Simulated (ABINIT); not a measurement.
# AlAs (F-43m): G0W0 with ABINIT, start to end, part 2 of 3

Aim: the G0W0 gap of AlAs (F-43m) on PBE, step by step.

ABINIT 10.8.3; PBE and many-body steps on it, plane waves. Known limits of the many-body steps: not at the basis limit; no spin-orbit coupling; coarse k mesh.

So far. Step 2 (Ground state): The gap is indirect, with the least direct gap 0.61 eV higher.

**3. Bands along the symmetry lines**

Level of this step: DFT, PBE, plane waves, norm-conserving pseudopotentials (ABINIT).

The cheap functional maps the bands first; the places of the edges decide which points the dearer methods must see.

Input file run.abi:

```
acell 3*1.0 Angstrom
rprim 
  0.000000000000 2.830400000000 2.830400000000
  2.830400000000 0.000000000000 2.830400000000
  2.830400000000 2.830400000000 -0.000000000000
ntypat 2
znucl 13 33
natom 2
typat 1 2
xred 
  0.000000000000 0.000000000000 0.000000000000
  0.250000000000 0.250000000000 0.250000000000
pp_dirpath "pseudos"
pseudos "Al.upf, As.upf"
ecut 44
iscf -2
irdden 1
kptopt 0
nkpt 50
kpt 
  0.00000000 0.00000000 0.00000000
  -0.06250000 -0.06250000 0.00000000
  -0.12500000 -0.12500000 0.00000000
  -0.18750000 -0.18750000 0.00000000
  -0.25000000 -0.25000000 0.00000000
  -0.31250000 -0.31250000 0.00000000
  -0.37500000 -0.37500000 0.00000000
  -0.43750000 -0.43750000 0.00000000
  -0.50000000 -0.50000000 0.00000000
  -0.48437500 -0.48437500 0.03125000
  -0.46875000 -0.46875000 0.06250000
  -0.45312500 -0.45312500 0.09375000
  -0.43750000 -0.43750000 0.12500000
  -0.42187500 -0.42187500 0.15625000
  -0.40625000 -0.40625000 0.18750000
  -0.39062500 -0.39062500 0.21875000
  -0.37500000 -0.37500000 0.25000000
  -0.37500000 0.00000000 0.37500000
  -0.32812500 0.00000000 0.32812500
  -0.28125000 0.00000000 0.28125000
  -0.23437500 0.00000000 0.23437500
  -0.18750000 0.00000000 0.18750000
  -0.14062500 0.00000000 0.14062500
  -0.09375000 0.00000000 0.09375000
  -0.04687500 0.00000000 0.04687500
  0.00000000 0.00000000 0.00000000
  0.00000000 0.00000000 0.06250000
  0.00000000 0.00000000 0.12500000
  0.00000000 0.00000000 0.18750000
  0.00000000 0.00000000 0.25000000
  0.00000000 0.00000000 0.31250000
  0.00000000 0.00000000 0.37500000
  0.00000000 0.00000000 0.43750000
  -0.00000000 -0.00000000 0.50000000
  -0.06250000 -0.03125000 0.46875000
  -0.12500000 -0.06250000 0.43750000
  -0.18750000 -0.09375000 0.40625000
  -0.25000000 -0.12500000 0.37500000
  -0.31250000 -0.15625000 0.34375000
  -0.37500000 -0.18750000 0.31250000
  -0.43750000 -0.21875000 0.28125000
  -0.50000000 -0.25000000 0.25000000
  -0.50000000 -0.28125000 0.21875000
  -0.50000000 -0.31250000 0.18750000
  -0.50000000 -0.34375000 0.15625000
  -0.50000000 -0.37500000 0.12500000
  -0.50000000 -0.40625000 0.09375000
  -0.50000000 -0.43750000 0.06250000
  -0.50000000 -0.46875000 0.03125000
  -0.50000000 -0.50000000 0.00000000
istwfk *1
nband 20
nbdbuf 2
tolwfr 1e-08
nstep 40
prtwf 0
prtvol 0
indata_prefix "in"
outdata_prefix "out"
tmpdata_prefix "tmp"
```

Launch:

```
> OMP_NUM_THREADS=1 mpirun -n 4 abinit run.abi > log
```

Numbers of over 12 decimals in the logs are rounded to 6 here.

The log of the run:

```text
.Version 10.8.3 of ABINIT. v10.8.2 released Aug 2026.

 Symmetries : space group F-4 3 m (#216); Bravais cF (face-center cubic)
[... echo of the input left out ...]
== DATASET  1 ==================================================================
-   mpi_nproc: 4, omp_nthreads: 1 (-1 if OMP is not activated)

--- !DatasetInfo
iteration_state: {dtset: 1, }
dimensions: {natom: 2, nkpt: 50, mband: 20, nsppol: 1, nspinor: 1, nspden: 1, mpw: 4314, }
cutoff_energies: {ecut:  44.0, pawecutdg:  -1.0, }
electrons: {nelect:   2.60000000E+01, charge:   0.00000000E+00, occopt:   1.00000000E+00, tsmear:   1.00000000E-02, }

 Real(R)+Recip(G) space primitive vectors, cartesian coordinates (Bohr,Bohr^-1):
 R(1)=  0.0000000  5.3486808  5.3486808  G(1)= -0.0934810  0.0934810  0.0934810
 R(2)=  5.3486808  0.0000000  5.3486808  G(2)=  0.0934810 -0.0934810  0.0934810
 R(3)=  5.3486808  5.3486808  0.0000000  G(3)=  0.0934810  0.0934810 -0.0934810
 Unit cell volume ucvol=  3.0603426E+02 bohr^3
 Angles (23,13,12)=  6.00000000E+01  6.00000000E+01  6.00000000E+01 degrees

 getcut: wavevector=  0.0000  0.0000  0.0000  ngfft=  48  48  48
         ecut(hartree)=     44.000   => boxcut(ratio)=   2.12514

--- Pseudopotential description ------------------------------------------------
- Al Generated using ONCVPSP code by D. R. Hamann
- 13.00000   3.00000  171031                  znucl, zion, pspdat
12 -101130 2 -1 1876                          pspcod,pspxc,lmax,lloc,mmax
     nproj     2     2     2
  pspatm : epsatm=    4.08140545
         --- l  ekb(1:nproj) -->
             0    5.126667    0.728291
             1    7.287548    0.832437
             2   -2.770497   -0.637722
 pspatm: atomic psp has been read  and splines computed

- As Generated using ONCVPSP code by D. R. Hamann
- 33.00000  23.00000  171031                  znucl, zion, pspdat
12 -101130 2 -1 1358                          pspcod,pspxc,lmax,lloc,mmax
     nproj     2     2     2
  pspatm : epsatm=   24.77333152
         --- l  ekb(1:nproj) -->
[...]
pspatm: atomic psp has been read  and splines computed

--------------------------------------------------------------------------------

================================================================================
 prteigrs : about to open file out_EIG
 Non-SCF case, kpt    1 (  0.00000  0.00000  0.00000), residuals and eigenvalues=
  5.27E-09  2.07E-09  7.38E-09  4.12E-09  1.56E-09  4.42E-09  2.39E-09  5.29E-09
  6.76E-09  7.86E-09  5.07E-09  6.61E-09  7.46E-09  5.62E-09  5.49E-09  1.85E-09
  8.67E-09  4.59E-09  5.27E-08  1.71E-07
 -6.6023E+00 -4.5201E+00 -4.5201E+00 -4.5201E+00 -1.1016E+00 -1.1016E+00
 -1.1016E+00 -1.1012E+00 -1.1012E+00 -2.7342E-01  1.6294E-01  1.6294E-01
  1.6294E-01  2.3806E-01  3.2071E-01  3.2071E-01  3.2071E-01  4.8937E-01
  4.9545E-01  4.9545E-01
 Non-SCF case, kpt    2 ( -0.06250 -0.06250  0.00000), residuals and eigenvalues=
[...]
4.9799E-01  5.0063E-01
 Non-SCF case, kpt    3 ( -0.12500 -0.12500  0.00000), residuals and eigenvalues=
[...]
4.44E-09  3.34E-09  8.18E-07  5.15E-06
[...]
5.0560E-01  5.2967E-01
[...]
Non-SCF case, kpt   49 ( -0.50000 -0.46875  0.03125), residuals and eigenvalues=
[...]
6.2461E-01  6.2488E-01
 Non-SCF case, kpt   50 ( -0.50000 -0.50000  0.00000), residuals and eigenvalues=
[...]
-1.1015E+00 -1.1012E+00 -1.1011E+00 -2.0124E-01 -3.6473E-02  8.3068E-02
  8.3068E-02  2.1570E-01  2.4749E-01  5.4237E-01  5.4237E-01  5.9532E-01
  6.2845E-01  6.2849E-01

--- !ResultsGS
iteration_state: {dtset: 1, }
comment   : Summary of ground state results
lattice_vectors:
- [  0.0000000,   5.3486808,   5.3486808, ]
- [  5.3486808,   0.0000000,   5.3486808, ]
- [  5.3486808,   5.3486808,  -0.0000000, ]
lattice_lengths: [   7.56418,    7.56418,    7.56418, ]
lattice_angles: [ 60.000,  60.000,  60.000, ] # degrees, (23, 13, 12)
lattice_volume:   3.0603426E+02
convergence: {deltae:  0.000E+00, res2:  0.000E+00, residm:  9.996E-09, diffor:  0.000E+00, }
etotal    :  -3.07602800E+02
entropy   :   0.00000000E+00
fermie    :   1.62937956E-01
cartesian_stress_tensor: null
pressure_GPa: null
xred      :
- [  0.0000E+00,   0.0000E+00,   0.0000E+00, Al]
- [  2.5000E-01,   2.5000E-01,   2.5000E-01, As]
cartesian_forces: null
force_length_stats: {min: null, max: null, mean: null, }

 Integrated electronic density in atomic spheres:
 ------------------------------------------------
 Atom  Sphere_radius  Integrated_density
[...]
================================================================================

 ----iterations are completed or convergence reached----

 Mean square residual over all n,k,spin=   49.327E-10; max=  99.956E-10
 reduced coordinates (array xred) for    2 atoms
       0.000000000000      0.000000000000      0.000000000000
       0.250000000000      0.250000000000      0.250000000000

 cartesian coordinates (angstrom) at end:
[...]
length scales=  1.889726125908  1.889726125908  1.889726125908 bohr
              =  1.000000000000  1.000000000000  1.000000000000 angstroms
 prteigrs : about to open file out_EIG
 Eigenvalues (hartree) for nkpt=  50  k points:
 kpt#   1, nband= 20, wtk=  1.00000, kpt=  0.0000  0.0000  0.0000 (reduced coord)
[...]
kpt#   2, nband= 20, wtk=  1.00000, kpt= -0.0625 -0.0625  0.0000 (reduced coord)
[...]
kpt#   3, nband= 20, wtk=  1.00000, kpt= -0.1250 -0.1250  0.0000 (reduced coord)
[...]
kpt#  49, nband= 20, wtk=  1.00000, kpt= -0.5000 -0.4687  0.0313 (reduced coord)
[...]
0.54137    0.58280    0.62461    0.62488
 kpt#  50, nband= 20, wtk=  1.00000, kpt= -0.5000 -0.5000  0.0000 (reduced coord)
  -6.60227   -4.52014   -4.52014   -4.52014   -1.10162   -1.10152   -1.10152   -1.10122
  -1.10114   -0.20124   -0.03647    0.08307    0.08307    0.21570    0.24749    0.54237
   0.54237    0.59532    0.62845    0.62849

== END DATASET(S) ==============================================================
================================================================================

 -outvars: echo values of variables after computation  --------
            nband          20
             nkpt          50
          spgroup         216
 [... the other variables as echoed above ...]

 Calculation completed.
```

It took 16 s on 4 MPI ranks of Arm Neoverse V2, shared host; peak memory 0.33 GiB.

This step gave:

```
gap                        : 1.436 eV
k of the valence top       : 0, 0, 0
k of the conduction bottom : -0.5, -0.5, 0
least direct gap           : 2.044 eV
```

The gap is 1.436 eV, as in the run before at this level.

Electronic bands along the path, in eV, zero at the top of the highest filled band:

| point | band 10 | band 11 | band 12 | band 13 | band 14 | band 15 | band 16 | band 17 |
| --- | --- | --- | --- | --- | --- | --- | --- | --- |
| Γ | -11.87 | 0.00 | 0.00 | 0.00 | 2.04 | 4.29 | 4.29 | 4.29 |
| halfway | -11.10 | -3.21 | -1.34 | -1.34 | 2.59 | 3.78 | 6.84 | 6.84 |
| X | -9.91 | -5.43 | -2.17 | -2.17 | 1.44 | 2.30 | 10.32 | 10.32 |
| halfway | -9.90 | -5.35 | -2.71 | -2.08 | 1.80 | 3.03 | 9.53 | 9.58 |
| U | -9.94 | -5.17 | -3.41 | -1.80 | 2.24 | 4.98 | 8.18 | 8.33 |
| jump to K | -9.94 | -5.17 | -3.41 | -1.80 | 2.24 | 4.98 | 8.18 | 8.33 |
| halfway | -11.03 | -3.68 | -2.00 | -0.46 | 3.71 | 4.97 | 5.18 | 5.93 |
| Γ | -11.87 | 0.00 | 0.00 | 0.00 | 2.04 | 4.29 | 4.29 | 4.29 |
| halfway | -11.30 | -3.39 | -0.48 | -0.48 | 2.61 | 4.92 | 4.92 | 6.45 |
| L | -10.46 | -5.57 | -0.83 | -0.83 | 2.14 | 4.69 | 4.69 | 7.76 |
| halfway | -10.20 | -5.26 | -2.69 | -1.54 | 3.67 | 4.25 | 6.69 | 7.66 |
| W | -9.88 | -5.08 | -3.18 | -2.82 | 4.33 | 5.65 | 5.71 | 6.07 |
| halfway | -9.89 | -5.28 | -2.69 | -2.54 | 2.50 | 3.41 | 8.13 | 8.86 |
| X | -9.91 | -5.43 | -2.17 | -2.17 | 1.44 | 2.30 | 10.32 | 10.32 |

The electronic bands as a text plot (rows in eV, shown from -8.0 to 6.9 only):

```
    6.6 |    +++           +++              +         ++++ ++
    6.0 |    +              +++++++                  +   +++
    5.3 |  ++                 +++  ++      +        +    + +
    4.7 | +              ++     ++++++   +++++++++++   ++   +
    4.1 |++  +                     ++++++           ++++++++
    3.5 |  ++ ++++      +     +++++++                ++     ++
    2.9 | +  +++  +    +   +++       +   ++++       +         ++
    2.2 |+      ++ ++++  ++           +++    +++++++         ++ +
    1.6 |         +++++++                                      ++
    1.0 |
    0.4 |
   -0.2 |****                   *************
   -0.9 |    *              ****   ***       ********
   -1.5 |  ** ****         *     ****    **         ***
   -2.1 |    *    *********     *                    * **     ***
   -2.7 |              **     ** **        *          *  ******
   -3.3 |     **         *****              *          *****
   -4.0 |       **              *            **
   -4.6 |         *         ****
   -5.2 |          *********                   **   *************
   -5.8 |                                        ***
   -6.4 |
   -7.1 |
   -7.7 |
         Γ           X  U|K            Γ         L        W     X
```

**4. Empty states on the mesh, 4×4×4 mesh, 94 bands**

The sums over transitions need many empty states on a uniform mesh; this step solves for them.

Input file run.abi:

```
acell 3*1.0 Angstrom
rprim 
  0.000000000000 2.830400000000 2.830400000000
  2.830400000000 0.000000000000 2.830400000000
  2.830400000000 2.830400000000 -0.000000000000
ntypat 2
znucl 13 33
natom 2
typat 1 2
xred 
  0.000000000000 0.000000000000 0.000000000000
  0.250000000000 0.250000000000 0.250000000000
pp_dirpath "pseudos"
pseudos "Al.upf, As.upf"
ecut 44
ngkpt 4 4 4
nshiftk 1
shiftk 0 0 0
kptopt 1
chksymbreak 0
iscf -2
irdden 1
istwfk *1
nband 94
nbdbuf 8
tolwfr 1e-09
nstep 60
prtvol 0
indata_prefix "in"
outdata_prefix "out"
tmpdata_prefix "tmp"
```

The log of the run:

```text
.Version 10.8.3 of ABINIT. v10.8.2 released Aug 2026.

 Symmetries : space group F-4 3 m (#216); Bravais cF (face-center cubic)
[... echo of the input left out ...]
== DATASET  1 ==================================================================
-   mpi_nproc: 4, omp_nthreads: 1 (-1 if OMP is not activated)

--- !DatasetInfo
iteration_state: {dtset: 1, }
dimensions: {natom: 2, nkpt: 8, mband: 94, nsppol: 1, nspinor: 1, nspden: 1, mpw: 4314, }
cutoff_energies: {ecut:  44.0, pawecutdg:  -1.0, }
electrons: {nelect:   2.60000000E+01, charge:   0.00000000E+00, occopt:   1.00000000E+00, tsmear:   1.00000000E-02, }

 Real(R)+Recip(G) space primitive vectors, cartesian coordinates (Bohr,Bohr^-1):
 R(1)=  0.0000000  5.3486808  5.3486808  G(1)= -0.0934810  0.0934810  0.0934810
 R(2)=  5.3486808  0.0000000  5.3486808  G(2)=  0.0934810 -0.0934810  0.0934810
 R(3)=  5.3486808  5.3486808  0.0000000  G(3)=  0.0934810  0.0934810 -0.0934810
 Unit cell volume ucvol=  3.0603426E+02 bohr^3
 Angles (23,13,12)=  6.00000000E+01  6.00000000E+01  6.00000000E+01 degrees

 getcut: wavevector=  0.0000  0.0000  0.0000  ngfft=  48  48  48
         ecut(hartree)=     44.000   => boxcut(ratio)=   2.12514

--- Pseudopotential description ------------------------------------------------
- Al Generated using ONCVPSP code by D. R. Hamann
- 13.00000   3.00000  171031                  znucl, zion, pspdat
12 -101130 2 -1 1876                          pspcod,pspxc,lmax,lloc,mmax
     nproj     2     2     2
  pspatm : epsatm=    4.08140545
         --- l  ekb(1:nproj) -->
             0    5.126667    0.728291
             1    7.287548    0.832437
             2   -2.770497   -0.637722
 pspatm: atomic psp has been read  and splines computed

- As Generated using ONCVPSP code by D. R. Hamann
- 33.00000  23.00000  171031                  znucl, zion, pspdat
12 -101130 2 -1 1358                          pspcod,pspxc,lmax,lloc,mmax
     nproj     2     2     2
  pspatm : epsatm=   24.77333152
         --- l  ekb(1:nproj) -->
[...]
pspatm: atomic psp has been read  and splines computed

--------------------------------------------------------------------------------

================================================================================
 prteigrs : about to open file out_EIG
 Non-SCF case, kpt    1 (  0.00000  0.00000  0.00000), residuals and eigenvalues=
  4.04E-10  1.67E-10  2.40E-10  2.67E-10  3.45E-10  5.76E-10  9.66E-11  1.07E-10
  8.29E-11  1.30E-10  7.98E-10  2.35E-10  4.88E-10  2.09E-10  2.75E-10  1.69E-10
  5.44E-10  9.59E-10  2.25E-10  2.60E-10  2.90E-10  3.12E-11  1.63E-10  5.68E-10
[...]
1.90E-09  3.03E-09  2.84E-07  2.93E-06  1.32E-05  1.26E-05
 -6.6023E+00 -4.5201E+00 -4.5201E+00 -4.5201E+00 -1.1016E+00 -1.1016E+00
 -1.1016E+00 -1.1012E+00 -1.1012E+00 -2.7342E-01  1.6294E-01  1.6294E-01
[...]
2.9353E+00  3.0097E+00  3.0097E+00  3.0097E+00  3.0122E+00  3.0122E+00
  3.0684E+00  3.0684E+00  3.0684E+00  3.0746E+00
 prteigrs : prtvol=0 or 1, do not print more k-points.

--- !ResultsGS
iteration_state: {dtset: 1, }
comment   : Summary of ground state results
lattice_vectors:
- [  0.0000000,   5.3486808,   5.3486808, ]
- [  5.3486808,   0.0000000,   5.3486808, ]
- [  5.3486808,   5.3486808,  -0.0000000, ]
lattice_lengths: [   7.56418,    7.56418,    7.56418, ]
lattice_angles: [ 60.000,  60.000,  60.000, ] # degrees, (23, 13, 12)
lattice_volume:   3.0603426E+02
convergence: {deltae:  0.000E+00, res2:  0.000E+00, residm:  9.970E-10, diffor:  0.000E+00, }
etotal    :  -3.07602800E+02
entropy   :   0.00000000E+00
fermie    :   1.62937956E-01
cartesian_stress_tensor: null
pressure_GPa: null
xred      :
- [  0.0000E+00,   0.0000E+00,   0.0000E+00, Al]
- [  2.5000E-01,   2.5000E-01,   2.5000E-01, As]
cartesian_forces: null
force_length_stats: {min: null, max: null, mean: null, }

 Integrated electronic density in atomic spheres:
 ------------------------------------------------
 Atom  Sphere_radius  Integrated_density
[...]
================================================================================

 ----iterations are completed or convergence reached----

 Mean square residual over all n,k,spin=   43.220E-11; max=  99.698E-11
 reduced coordinates (array xred) for    2 atoms
       0.000000000000      0.000000000000      0.000000000000
       0.250000000000      0.250000000000      0.250000000000

 cartesian coordinates (angstrom) at end:
    1      0.000000     0.000000     0.000000
    2      1.415200     1.415200     1.415200
 length scales=  1.889726125908  1.889726125908  1.889726125908 bohr
              =  1.000000000000  1.000000000000  1.000000000000 angstroms
 prteigrs : about to open file out_EIG
 Eigenvalues (hartree) for nkpt=   8  k points:
 kpt#   1, nband= 94, wtk=  0.01563, kpt=  0.0000  0.0000  0.0000 (reduced coord)
[...]
2.53913    2.64093    2.64093    2.64093    2.64403    2.74987    2.74987    2.74987
   2.77954    2.77954    2.93533    2.93533    2.93533    3.00970    3.00970    3.00970
   3.01224    3.01224    3.06842    3.06842    3.06844    3.07461
 prteigrs : prtvol=0 or 1, do not print more k-points.

== END DATASET(S) ==============================================================
================================================================================

 -outvars: echo values of variables after computation  --------
            nband          94
             nkpt           8
          spgroup         216
 [... the other variables as echoed above ...]

 Calculation completed.
```

Run time: 18 s. Hardware: 4 MPI ranks; peak memory 0.33 GiB; 72 s of CPU time.

This step gave:

* gap: 1.436 eV
* k of the valence top: 0, 0, 0
* k of the conduction bottom: 0.5, 0.5, 0
* least direct gap: 2.044 eV
* k points computed: 8
* lowest point of the top converged band, above the valence top: 70.0661 eV

On this mesh the gap is 1.436 eV.

[end of part 2 of 3]

[Paths, hosts, dates, memory and timing lines, banners, echoed tables and standing remarks are left out of the program output.]

[Logs are printed without paths, hosts, clocks, repeated set-up lines and the standing remarks that a program may print on its own settings, such as how far it seeks lower states.]

[Runs of the session that timed out or met a known fault of the program may be left out.]

[Hosts, paths, dates, database ids (printed as entryN), source tags and the programs' standing remarks are cut or masked in the printed files.]

[G0W0 gaps are taken among the corrected bands and points alone; a level outside them can change the order at an edge.]

[Where Ansatz stands beside ABINIT at settings called matched, ABINIT's density can come from a denser mesh and the files from another edition; pairs whose starting gaps differed by over 0.03 eV were left out, so agreement reads better than it is.]
